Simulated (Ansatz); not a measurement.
# Ni: competing magnetic orders, part 2 of 2

Which arrangement of moments is lowest in this cell of Ni? Methods of the runs shown: PAW and LAPW. Its runs: parallel moments (PAW and LAPW); no spin polarisation (PAW); moments start +- (PAW and LAPW).

Ansatz 0.2.0; DFT LDA; a Materials Project cell. Earlier steps stand in the parts before.

## (5) Moments start +-, PAW

This is Ni in the bcc structure; at room conditions it is fcc.

input.yaml

```yaml
crystal:
  lattice:
    - [2.76743094, 0.0, 0.0]
    - [0.0, 2.76743094, 0.0]
    - [0.0, 0.0, 2.76743094]
  atoms:
    - { symbol: Ni, position: [0.0, 0.0, 0.0], spin: 1.5 }
    - { symbol: Ni, position: [0.5, 0.5, 0.5], spin: -1.5 }
magnetization:
  spin_polarized: true
kpoints:
  mp_grid: { grid: [11, 11, 11] }
scf:
  occupations: { method: fermi_dirac, width: 0.05 }
  lower_state_search: "off"
hamiltonian:
  xc: lda
  pseudopotentials: { kind: paw }
output:
  forces: true
  stress: true
  eigenvalues: true
  populations: true
  write_density: true
  write_potential: true
  elf: true
  volumetric_format: npy
```

Started as:

```console
$ ansatz run input.yaml --threads 1 --pin off --max-ram 3072MiB --backend cpu --events-out ev --progress --plain --runs-dir out
```

Standard output:

```text
Engine: ansatz 0.2.0
Pseudopotentials: kind: paw
Pseudopotential: Ni, paw, valence charge 18, recommended cutoff 420 eV (normal)
Functional definition: SPW92
  exchange = slater_x
  correlation = pw_c
Crystal: 2 atoms, lattice volume = 21.195 Å³
Basis set: ecut = 420 eV, 437 PW (Γ)
Bands: 24, of which v1, the nominal top of the filled ones, is band 18 counted from 1 (17 counted from 0)
Symmetry: 48 space group operations
Space group: Pm-3m (ITA 221), of the structure as read, at distance tolerance 2.8e-5 Å
Magnetic group: BNS 221.97 (UNI 1599), of the structure as read, at distance tolerance 2.8e-5 Å
k-points: 56 of 1331
Non-local potential: Ni, projectors of the file, l = 0: 3, l = 1: 2, l = 2: 3, l = 3: 1
PAW form: soft (Blöchl's): semilocal exchange-correlation on the pseudo side does not see the compensation charge
PAW frozen core: Ni, regenerated for the run's functional, and the local potential with it (the file was generated under x = pbe(κ = 0.804, μ = 0.2195149727645171), c = pbe(β = 0.06672455060314922))
PAW one-centre angular grid: Ni, 590 points (default); XC on 64 Gauss nodes
Initial density: superposition of atomic densities (chi_scale 0.1, normalization cell)
Starting moments: Σ|m| = 3 μB on 2 of 2 sites
Starting magnetic order: antiferromagnet; a translation exchanges its spin sublattices: spin-degenerate at every k-point
Initial wavefunctions: pseudopotential atomic-orbital guess
Functional: x = slater, c = lda
iter 1 solved again at ethr=2.51e-5 eV; its pass at ethr=3.10e-3 eV (dr2=9.03e-3 eV) is discarded
SCF iter   1: F=—  HF=-11546.019415 eV  |F-HF|=—  |Δ(HF+E_count)|=         —  Δρ=1.05e-1 (↑1.05e-1 ↓1.05e-1)  dr2=9.10e-3  dr2_m=2.12e0  M=0.000 μB ∫|m|=1.319 μB  β_m=0.30  ethr=2.51e-5  ⟨swp⟩=1.8  Hψ=7058  notcnv=0
preconditioner: auto → none  [metal: Δε(μ)=0.024 eV  Ē_g=11.652 eV  σ=0.050 eV  W_gap=0.12  n_scr=6 (ndim 8)  ℏωp=36.1 eV  f_vac=0.000  D(μ)=6.03/eV (n_scr^D=122)  sad-step TF]
SCF iter   2: F=—  HF=-11546.156273 eV  |F-HF|=—  |Δ(HF+E_count)|=   1.37e-1  Δρ=8.90e-2 (↑8.90e-2 ↓8.90e-2)  dr2=1.83e-2  dr2_m=1.52e0  M=0.000 μB ∫|m|=1.134 μB  β_m=0.30  ethr=2.51e-5  ⟨swp⟩=2.0  Hψ=2642  notcnv=0
SCF iter   3: F=—  HF=-11546.253818 eV  |F-HF|=—  |Δ(HF+E_count)|=   9.75e-2  Δρ=7.56e-2 (↑7.56e-2 ↓7.56e-2)  dr2=9.28e-3  dr2_m=1.10e0  M=0.000 μB ∫|m|=0.974 μB  β_m=0.30  ethr=2.51e-5  ⟨swp⟩=2.1  Hψ=2242  notcnv=0  defer=2
SCF iter   4: F=—  HF=-11546.325466 eV  |F-HF|=—  |Δ(HF+E_count)|=   7.16e-2  Δρ=6.45e-2 (↑6.45e-2 ↓6.45e-2)  dr2=5.64e-4  dr2_m=8.09e-1  M=0.000 μB ∫|m|=0.832 μB  β_m=0.30  ethr=2.51e-5  ⟨swp⟩=2.1  Hψ=2641  notcnv=0  defer=37
SCF iter   5: F=—  HF=-11546.374502 eV  |F-HF|=—  |Δ(HF+E_count)|=   4.90e-2  Δρ=5.68e-2 (↑5.68e-2 ↓5.68e-2)  dr2=2.53e-3  dr2_m=6.25e-1  M=0.000 μB ∫|m|=0.691 μB  β_m=0.30  ethr=1.57e-6  ⟨swp⟩=2.1  Hψ=2697  notcnv=0  defer=49
SCF iter   6: F=—  HF=-11546.411710 eV  |F-HF|=—  |Δ(HF+E_count)|=   3.72e-2  Δρ=4.92e-2 (↑4.92e-2 ↓4.92e-2)  dr2=1.81e-3  dr2_m=4.69e-1  M=0.000 μB ∫|m|=0.577 μB  β_m=0.30  ethr=1.57e-6  ⟨swp⟩=2.1  Hψ=2513  notcnv=0  defer=51
SCF iter   7: F=—  HF=-11546.439102 eV  |F-HF|=—  |Δ(HF+E_count)|=   2.74e-2  Δρ=4.21e-2 (↑4.21e-2 ↓4.21e-2)  dr2=3.19e-5  dr2_m=3.44e-1  M=0.000 μB ∫|m|=0.485 μB  β_m=0.30  ethr=1.57e-6  ⟨swp⟩=2.0  Hψ=2492  notcnv=0  defer=51
SCF iter   8: F=—  HF=-11546.459087 eV  |F-HF|=—  |Δ(HF+E_count)|=   2.00e-2  Δρ=3.60e-2 (↑3.60e-2 ↓3.60e-2)  dr2=6.85e-6  dr2_m=2.52e-1  M=0.000 μB ∫|m|=0.407 μB  β_m=0.30  ethr=8.86e-8  ⟨swp⟩=2.8  Hψ=2667  notcnv=0  defer=51
SCF iter   9: F=—  HF=-11546.473566 eV  |F-HF|=—  |Δ(HF+E_count)|=   1.45e-2  Δρ=3.06e-2 (↑3.06e-2 ↓3.06e-2)  dr2=2.74e-6  dr2_m=1.82e-1  M=0.000 μB ∫|m|=0.343 μB  β_m=0.30  ethr=1.90e-8  ⟨swp⟩=3.1  Hψ=2942  notcnv=0  defer=51
SCF iter  10: F=—  HF=-11546.483965 eV  |F-HF|=—  |Δ(HF+E_count)|=   1.04e-2  Δρ=2.59e-2 (↑2.59e-2 ↓2.59e-2)  dr2=2.98e-5  dr2_m=1.31e-1  M=0.000 μB ∫|m|=0.289 μB  β_m=0.30  ethr=7.62e-9  ⟨swp⟩=3.1  Hψ=3013  notcnv=0  defer=51
Mixer restart at iter 10: flushing history
spin-set hold released at iteration 10 (site moments contracting): the magnetisation degrees of freedom join the quasi-Newton model from the next iteration; the mixer history was flushed
SCF iter  11: F=—  HF=-11546.491399 eV  |F-HF|=—  |Δ(HF+E_count)|=   7.43e-3  Δρ=2.20e-2 (↑2.20e-2 ↓2.20e-2)  dr2=3.22e-6  dr2_m=9.38e-2  M=0.000 μB ∫|m|=0.243 μB  β_m=0.39  ethr=7.62e-9  ⟨swp⟩=3.1  Hψ=2906  notcnv=0  defer=51
SCF iter  12: F=—  HF=-11546.507615 eV  |F-HF|=—  |Δ(HF+E_count)|=   1.62e-2  Δρ=8.88e-3 (↑8.88e-3 ↓8.88e-3)  dr2=2.61e-3  dr2_m=1.42e-2  M=0.000 μB ∫|m|=0.095 μB  β_m=0.42  ethr=7.62e-9  ⟨swp⟩=4.1  Hψ=4039  notcnv=0  defer=51
SCF iter  13: F=—  HF=-11546.509853 eV  |F-HF|=—  |Δ(HF+E_count)|=   2.24e-3  Δρ=4.83e-4 (↑4.83e-4 ↓4.83e-4)  dr2=5.49e-5  dr2_m=2.20e-5  M=0.000 μB ∫|m|=0.003 μB  β_m=0.44  ethr=7.62e-9  ⟨swp⟩=3.5  Hψ=3920  notcnv=0  defer=51
SCF iter  14: F=—  HF=-11546.509860 eV  |F-HF|=—  |Δ(HF+E_count)|=   6.98e-6  Δρ=1.79e-4 (↑1.79e-4 ↓1.79e-4)  dr2=1.93e-6  dr2_m=5.42e-6  M=0.000 μB ∫|m|=0.001 μB  β_m=0.72  ethr=7.62e-9  ⟨swp⟩=2.0  Hψ=2376  notcnv=0  defer=51
iter 15 did not close the SCF: its close was put off for a magnetic moment that had not settled (scf_convergence_deferred on its scf_iter line)
SCF iter  15: F=-11546.509866 eV  HF=-11546.509866 eV  |F-HF|=9.81e-9  |Δ(HF+E_count)|=   6.52e-6  Δρ=8.88e-6 (↑8.88e-6 ↓8.88e-6)  dr2=2.21e-9  dr2_m=1.43e-8  M=0.000 μB ∫|m|=0.000 μB  β_m=0.84  ethr=2.78e-10  ⟨swp⟩=10.5  Hψ=9393  notcnv=0
iter 16 did not close the SCF: its close was put off for a magnetic moment that had not settled (scf_convergence_deferred on its scf_iter line)
SCF iter  16: F=-11546.509866 eV  HF=-11546.509866 eV  |F-HF|=3.42e-10  |Δ(HF+E_count)|=   1.15e-8  Δρ=1.50e-6 (↑1.50e-6 ↓1.50e-6)  dr2=4.48e-11  dr2_m=4.23e-10  M=0.000 μB ∫|m|=0.000 μB  β_m=0.92  ethr=6.15e-12  ⟨swp⟩=4.9  Hψ=6891  notcnv=0
SCF iter  17: F=-11546.509866 eV  HF=-11546.509866 eV  |F-HF|=2.27e-10  |Δ(HF+E_count)|=  4.58e-10  Δρ=6.97e-7 (↑6.97e-7 ↓6.97e-7)  dr2=2.14e-10  dr2_m=6.11e-13  M=0.000 μB ∫|m|=0.000 μB  ethr=1.00e-12  ⟨swp⟩=4.4  Hψ=6346  notcnv=0
WARN: the starting moments were not kept: the SCF closed with an absolute magnetisation of 2.4e-7 μB, where they sum to 3 μB in size (2 sites). That is at most 0.1 of that sum. Measured as dr2_m measures the in/out step, that magnetisation stands 2.3e-14 eV from none, at or under the dr2_threshold of 1.0e-7 eV: it is no larger than a step whose dr2_m would equal this threshold. The system may hold no moment; this SCF shows only that its start led to no more than that. To try another start: raise the starting moments (crystal.atoms[].spin, magnetization.per_species, magnetization.initial_magnetization, or on a non-collinear deck that types none of these the spinor_matrix: blocks that start its atoms; where the total moment is fixed, keep their sum and leave initial_magnetization as it is; typed ones take the place of any that the run laid by itself, positive ones on a crystal's lanthanoids without a Hubbard term where scf.initial_density.shell_occupations: [] is typed) or, if the notice of its spin-set hold's release reads "site moments contracting" or "site moments show no strong build", lengthen the hold (scf.mixing.spin_hold: { on: { confirm: 4 } }; for m-r²SCAN on two components see the key's manual first). Each may lead to a state that holds a moment. A second SCF, from the converged charge density, with the starting moments and any scf.initial_density.shell_occupations laid on it anew, would have followed, and was not run: the deck does not ask for one (magnetization.retry_lost_moments is false, the default). To let it run, set magnetization.retry_lost_moments: true and run the deck again, where that key's refused combinations let it; where memory then withholds it, that run's warning says so.
SCF 1 converged in 17 iterations: F = -11546.509866 eV  dr2 = 2.14e-10
SCF converged after 17 iterations
Magnetization: 0.0000 μB (18.0000 up, 18.0000 down)
Absolute magnetization: 0.0000 μB (∫|ρ↑−ρ↓|, with the PAW one-centre terms)
Spin contamination: 0.0000 ħ² per cell (⟨S²⟩ above its minimum at these occupations)
Per-site moments (μB) at R_I (Å): [(5.0950493060448435e-9, 0.9886245176193575), (-5.0950493060448435e-9, 0.9886245176193575)]
Free energy (F): -11546.509866 eV
Harris-Foulkes:  -11546.509866 eV  (|F-HF|=2.27e-10)
Internal energy: -11546.476971 eV  (E = F + TS)
E sigma→0 (E₀):  -11546.493419 eV
Entropy (-TS):   -0.032895 eV (-16.448 meV/atom)
Fermi energy:    18.118048 eV
--- Per-component energies (eV) ---
  E_band       = -554.600741
  E_kinetic    = 567.324102
  E_local      = -6793.967244  (includes V_loc(G=0)·N_el)
  E_nonlocal   = 1277.885539
  E_hartree    = 2832.536899
  E_xc         = -169.503848
  E_vxc        = -219.432061  (∫ρ·V_xc dr)
  E_paw        = -3126.404719  (= ΣΔE_a)
  E_vpaw       = -1051.487591  (= ΣTr[D̂ρ^β])
  E_aug_tail   = 0.001136  (compensation charges beyond the density's cutoff)
  E_ewald      = -6135.217077
  E_core_change = 0.868241  (= ΣΔE_core)
  E_smearing   = -0.032895  (= −TS)
  E_closure    = 0.000000  (closes the sum)
  Σ components = -11546.509866   (vs F -11546.509866, Δ=0.00e0)
--- Forces (eV/Å), atoms counted from 1 ---
  atom   1  Ni    -0.00000000     0.00000000    -0.00000000
  atom   2  Ni     0.00000000    -0.00000000     0.00000000
  max |Σ_I F_I| component: 1.30e-29 eV/Å
--- Stress (GPa, compression-positive) ---
      -12.046735      -0.000000       0.000000
       -0.000000     -12.046735       0.000000
        0.000000       0.000000     -12.046735
  P = ⅓ Tr σ = -12.0467 GPa (-120.467 kbar)
--- Band table (eV; the first three rows and the last of 112) ---
  k-point 0 ↑: bands = ["-84.0679", "-83.9909", "-44.9335", "-44.9335", "-44.9335", "-44.7435", "-44.7435", "-44.7435", "9.0408", "14.0057", "14.0057", "16.1197", "16.1197", "16.1197", "17.5606", "17.5606", "18.3003", "18.3003", "18.3003", "28.0404", "28.0404", "28.0404", "34.2021", "34.2021"]
  k-point 1 ↑: bands = ["-84.0661", "-83.9922", "-44.9325", "-44.9294", "-44.9294", "-44.7503", "-44.7472", "-44.7472", "9.2157", "14.0631", "14.0771", "16.1180", "16.1180", "16.1628", "17.4910", "17.5878", "18.1700", "18.1700", "18.2552", "26.8180", "28.3596", "28.3596", "34.2622", "35.0488"]
  k-point 2 ↑: bands = ["-84.0610", "-83.9962", "-44.9292", "-44.9176", "-44.9176", "-44.7695", "-44.7579", "-44.7579", "9.7309", "14.2049", "14.2862", "16.1208", "16.1208", "16.2887", "17.2863", "17.6645", "17.8347", "17.8347", "18.1237", "24.5049", "29.2596", "29.2596", "34.4485", "35.9598"]
  k-point 55 ↓: bands = ["-84.0217", "-84.0215", "-44.9042", "-44.8867", "-44.8867", "-44.8501", "-44.8501", "-44.8326", "14.9506", "15.0774", "15.0774", "15.2450", "15.2450", "15.2619", "17.7517", "17.7517", "17.7520", "17.7520", "24.5293", "25.8107", "25.8107", "27.3663", "27.6975", "27.6975"]
--- Löwdin populations: 2 sites ---
  site symbol       q [e]    m [muB]
     0     Ni     17.7807     0.0000
     1     Ni     17.7807    -0.0000
  spilling = 0.012183 (of n_electrons = 36.000000)
```

Wall time 5.1 s (1 thread of Arm Neoverse V1, shared host); peak memory 0.29 GiB.

In short: total moment 0.00 μB; site moments Ni1 0.00, Ni2 0.00 μB; pressure -12.05 GPa; no gap.

Density in a lattice plane of the grid's cell (edges 2.77 and 2.77 Å, at 0.000 of the third edge), which holds Ni.

Values in e/Å³, 12 rows by 12 columns:
```
37.81 24.09  8.07  2.00  0.56  0.28  0.25  0.28  0.56  2.00  8.07 24.09
11.93  8.07  3.19  1.02  0.42  0.27  0.24  0.27  0.42  1.02  3.19  8.07
 2.67  2.00  1.02  0.50  0.32  0.25  0.23  0.25  0.32  0.50  1.02  2.00
 0.66  0.56  0.42  0.32  0.27  0.25  0.24  0.25  0.27  0.32  0.42  0.56
 0.29  0.28  0.27  0.25  0.25  0.25  0.25  0.25  0.25  0.25  0.27  0.28
 0.26  0.25  0.24  0.23  0.24  0.25  0.26  0.25  0.24  0.23  0.24  0.25
 0.29  0.28  0.27  0.25  0.25  0.25  0.25  0.25  0.25  0.25  0.27  0.28
 0.66  0.56  0.42  0.32  0.27  0.25  0.24  0.25  0.27  0.32  0.42  0.56
 2.67  2.00  1.02  0.50  0.32  0.25  0.23  0.25  0.32  0.50  1.02  2.00
11.93  8.07  3.19  1.02  0.42  0.27  0.24  0.27  0.42  1.02  3.19  8.07
37.81 24.09  8.07  2.00  0.56  0.28  0.25  0.28  0.56  2.00  8.07 24.09
60.47 37.81 11.93  2.67  0.66  0.29  0.26  0.29  0.66  2.67 11.93 37.81
```
Columns run along the first of these edges and rows up along the second, over one cell in 12 and 12 even steps from the bottom left corner. Atoms in the plane (fractional): Ni at (0.00, 0.00).

ELF in the same plane.

Ten even steps from ' ' (0.18) to '@' (0.73):
```
%%##**++--::..        ......        ..::--++**##
****++==::....        ......        ....::==++**
====--::::..          ......          ..::::--==
--::::....          ..........          ....::::
......            ..............            ....
                ..................              
              ......................            
          ..............................        
    ..........................................  
................................................
    ..........................................  
          ..............................        
              ......................            
                ..................              
......            ..............            ....
--::::....          ..........          ....::::
====--::::..          ......          ..::::--==
****++==::....        ......        ....::==++**
%%##**++--::..        ......        ..::--++**##
@@%%##++==::..          ..          ..::==++##%%
```
Columns run along the first of these edges and rows up along the second, over one cell in 24 and 20 even steps from the bottom left corner. Atoms in the plane (fractional): Ni at (0.00, 0.00).

Both are smooth fields of the valence electrons: close to the nuclei they are not physical.

## (6) Moments start +-, LAPW

input.yaml: that of step 5 with these lines changed.

```diff
@@ -17,3 +17,3 @@
   xc: lda
-  pseudopotentials: { kind: paw }
+  pseudopotentials: { kind: all_electron, lapw: { basis_error: 0.001 } }
 output:
@@ -23,5 +23 @@
   populations: true
-  write_density: true
-  write_potential: true
-  elf: true
-  volumetric_format: npy
```

Started as:

```console
$ ansatz run input.yaml --threads 1 --pin off --max-ram 3072MiB --backend cpu --events-out ev --progress --plain --runs-dir out
```

Standard output (excerpt; [...] marks lines left out):

```text
Ni: projections on atomic orbitals take those of the free atom 1s2 2s2 2p6 3s2 3p6 3d8 4s2, of charge +0.00 (hamiltonian.pseudopotentials.projection_atoms)
LAPW: plane waves up to 9.434 Å⁻¹, error target 1.0e-3 eV per atom; small_component_spin mean_spin; Ni in spheres of 1.198 Å, 18 of its electrons in bands, Dirac shells []
[...]
[... 3 set-up lines as earlier in the session ...]
[...]
Crystal: 2 atoms, lattice volume = 21.195 Å³
Basis set: ecut = 339.1005168601053 eV, 305 PW (Γ), exchange–correlation at level 2
Bands: 24, of which v1, the nominal top of the filled ones, is band 18 counted from 1 (17 counted from 0)
[... 2 set-up lines as earlier in the session ...]
Magnetic group: BNS 221.97 (UNI 1599), of the structure as read, at distance tolerance 2.8e-5 Å
k-points: 56 of 1331
[...]
Starting moments: Σ|m| = 3 μB on 2 of 2 sites
[...]
WARN: the starting moments were not kept: the SCF closed with an absolute magnetisation of 3.9e-7 μB, where they sum to 3 μB in size (2 sites). That is at most 0.1 of that sum. Measured as dr2_m measures the in/out step, that magnetisation stands 1.5e-15 eV from none, at or under the [...]
SCF converged after 18 iterations
Magnetization: 0.0000 μB (18.0000 up, 18.0000 down)
Absolute magnetization: 0.0000 μB (∫|ρ↑−ρ↓|)
Spin contamination: 0.0000 ħ² per cell (⟨S²⟩ above its minimum at these occupations)
Per-site moments (μB) at R_I (Å): [(3.9269808738140455e-8, 1.1983327307729694), (-3.9269808738140455e-8, 1.1983327307729694)]
Free energy (F): -82632.992191 eV
[...]
E sigma→0 (E₀):  -82632.975784 eV
Entropy (-TS):   -0.032813 eV (-16.407 meV/atom)
Fermi energy:    18.250756 eV
[...]
--- Forces (eV/Å), atoms counted from 1 ---
  atom   1  Ni    -0.00000000     0.00000000     0.00000000
  atom   2  Ni    -0.00000000     0.00000000     0.00000000
[...]
--- Stress (GPa, compression-positive) ---
      -12.117313       0.000000       0.000000
        0.000000     -12.117313       0.000000
        0.000000       0.000000     -12.117313
  P = ⅓ Tr σ = -12.1173 GPa (-121.173 kbar)
--- Band table (eV; the first three rows and the last of 112) ---
[... band rows left out ...]
[...]
--- Löwdin populations: 2 sites ---
  site symbol       q [e]    m [muB]
     0     Ni     27.7811     0.0000
     1     Ni     27.7811    -0.0000
  spilling = 0.007816 (of n_electrons = 56.000000)
```

Run time: 29 s. Hardware: 1 thread of Arm Neoverse V1, shared host; peak memory 0.41 GiB.

Read from it: total moment 0.00 μB; site moments Ni1 0.00, Ni2 0.00 μB; pressure -12.12 GPa; no gap.

## (7) All runs together

The reference is each method's run with parallel moments; energies are per magnetic atom (2 in the cell).

```
                 run  method  energy from the method's reference (meV/magnetic atom)  total moment (μB)  largest site moment (μB)  final signs, all atoms  cycles   time
    parallel moments    LAPW                                                     0.0               1.03                      0.53                      ++      17   49 s
    moments start +-    LAPW                                                     5.0               0.00                      0.00                      00      18   29 s
    parallel moments     PAW                                                     0.0               1.03                      0.53                      ++      14  7.5 s
no spin polarisation     PAW                                                     5.1                  –                         –                       –       6  2.2 s
    moments start +-     PAW                                                     5.1               0.00                      0.00                      00      17  5.1 s
```

Final signs are given up to a flip of all moments, with 0 for moments under 0.1 μB.

## (8) Outcome

The summary covers parts 1 to 2.

| quantity | value |
| --- | --- |
| lowest (LAPW) | parallel moments, 0.0 meV a magnetic atom from the reference |
| lowest (PAW) | parallel moments, 0.0 meV a magnetic atom from the reference |

What this shows: By LAPW the lowest run is «parallel moments», 5.0 meV a magnetic atom under «moments start +-». By PAW the lowest run is «parallel moments», 5.1 meV a magnetic atom under «no spin polarisation». In «moments start +-» the moments died away, leaving the non-magnetic state, a higher solution that the SCF fell into. A run can end in another pattern than it began with. Only this cell's orders were tried, so longer waves of spin are out of reach. The magnetic state is the one reached from the start moments in this cell; it needn't be the ground state. The cell isn't relaxed for this functional (it is under tension of several GPa), which inflates moments. The k mesh (11×11×11) wasn't tested for convergence.
